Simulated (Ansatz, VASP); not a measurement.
# One calculation of SnSe, two programs

File INCAR:

```
PREC = Accurate
ENCUT = 520
EDIFF = 1E-7
ISMEAR = -1
SIGMA = 0.02
LREAL = False
LASPH = True
NELM = 100
ALGO = Normal
ISIF = 2
LWAVE = False
LCHARG = False
GGA = PE
NBANDS = 17
```

KPOINTS

```
regular mesh
0
Gamma
  9 9 9
```

File POSCAR:

```
SnSe
1.0
    0.0000000000      3.0100000000      3.0100000000
    3.0100000000      0.0000000000      3.0100000000
    3.0100000000      3.0100000000      0.0000000000
Sn Se
1 1
Direct
    0.0000000000      0.0000000000      0.0000000000
    0.5000000000      0.5000000000      0.5000000000
```

Input for Ansatz:

```yaml
crystal:
  lattice:
    - [0.0, 3.01, 3.01]
    - [3.01, 0.0, 3.01]
    - [3.01, 3.01, 0.0]
  atoms:
    - { symbol: Sn, position: [0.0, 0.0, 0.0] }
    - { symbol: Se, position: [0.5, 0.5, 0.5] }
kpoints:
  mp_grid: { grid: [9, 9, 9] }
scf:
  occupations: { method: fermi_dirac, width: 0.02 }
hamiltonian:
  xc: pbe
  pseudopotentials:
    kind: all_electron
    lapw: { basis_error: 0.00025 }
    nuclear_model: point
output:
  forces: true
  stress: true
  eigenvalues: true
```

Alike in both runs: task single point; functional PBE; k mesh 9 × 9 × 9; occupations fermi-dirac, width 0.02 eV; no spin polarisation.

|  | VASP | Ansatz |
| --- | --- | --- |
| version | VASP 6.6.1 | Ansatz 0.2.0 |
| potentials or method | VASP PAW PBE potentials, release 64 (Sn_d, Se) | all-electron LAPW, scalar-relativistic |
| plane-wave cutoff (eV) | 520 | see its input |

```tsv
	VASP	Ansatz	Ansatz less VASP
pressure (GPa)	1.0	1.0	0.00
```

Ansatz ran all-electron here, so the differences hold the error of VASP's frozen core and of both bases.
